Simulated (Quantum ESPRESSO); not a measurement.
The system is HfC.

```
CELL_PARAMETERS angstrom
0.00000 2.32500 2.32500
2.32500 0.00000 2.32500
2.32500 2.32500 0.00000
ATOMIC_POSITIONS crystal
Hf 0.50000 0.50000 0.50000
C 0.00000 0.00000 0.00000
```

```yaml
Program: Quantum ESPRESSO 7.5
Task: phonon dispersion
Functional: LDA
Potentials_or_basis: PseudoDojo 0.4.1 SR LDA standard
Cutoff: 1116 eV
Density_cutoff: 4463 eV
k_mesh: 8 × 8 × 8
Occupations: cold, width 0.2 eV
Spin: no spin polarisation
Form_of_the_LDA_correlation: PW92
Mixing_beta: 0.5
Most_SCF_iterations: 120
SCF_threshold: 4e-10 Ry
q_mesh: 2 × 2 × 2
```

The cell and the atoms were relaxed first, to 11.87 Å³/atom (a = 3.226 Å, b = 3.226 Å, c = 3.226 Å, α = 60.00°, β = 60.00°, γ = 60.00°), and the response was taken there.

Q: Is this structure dynamically stable at this level, and how far does the spectrum reach?

A: Yes, as far as this q mesh shows: no mode on the path is imaginary. The highest frequency is 720 cm⁻¹.

Phonon frequencies at the corners of the path (cm⁻¹, interpolated; i marks imaginary ones):
| point | frequencies |
| --- | --- |
| Γ | 0 0 0 490 490 490 |
| X | 165 165 203 525 525 589 |
| W | 173 190 190 559 591 591 |
| K | 155 195 198 538 593 604 |
| L | 142 142 249 576 576 720 |
| U | 155 195 198 538 593 604 |

Harmonic thermodynamics per atom at this volume (zero-point energy 69.6 meV, Debye temperature from the second moment 797 K):
```csv
T (K),free energy (meV),entropy (k_B),heat capacity Cv (k_B)
50,69.5,0.10,0.33
100,68.1,0.55,0.97
200,59.3,1.48,1.74
298.15,43.4,2.27,2.23
500,-7.9,3.55,2.66
800,-117.6,4.85,2.86
```

Phonon states per cell in windows of 50 cm⁻¹ (negative: imaginary):
| from (cm⁻¹) | total | Hf | C |
| --- | --- | --- | --- |
| 0 | 0.00 | 0.00 | 0.00 |
| 50 | 0.09 | 0.09 | 0.00 |
| 100 | 0.84 | 0.83 | 0.01 |
| 150 | 1.29 | 1.29 | 0.00 |
| 200 | 0.78 | 0.78 | 0.00 |
| 250 | 0.00 | 0.00 | 0.00 |
| 300 | 0.00 | 0.00 | 0.00 |
| 350 | 0.00 | 0.00 | 0.00 |
| 400 | 0.00 | 0.00 | 0.00 |
| 450 | 0.01 | 0.00 | 0.01 |
| 500 | 0.83 | 0.01 | 0.82 |
| 550 | 1.31 | 0.01 | 1.30 |
| 600 | 0.57 | 0.00 | 0.57 |
| 650 | 0.25 | 0.00 | 0.25 |
| 700 | 0.02 | 0.00 | 0.02 |

A q mesh this small can miss soft modes between its points.

Caveat: the mesh is thin for the phonons of a metal; the q mesh is small, so phonon branches between its points and thermal values are rough.
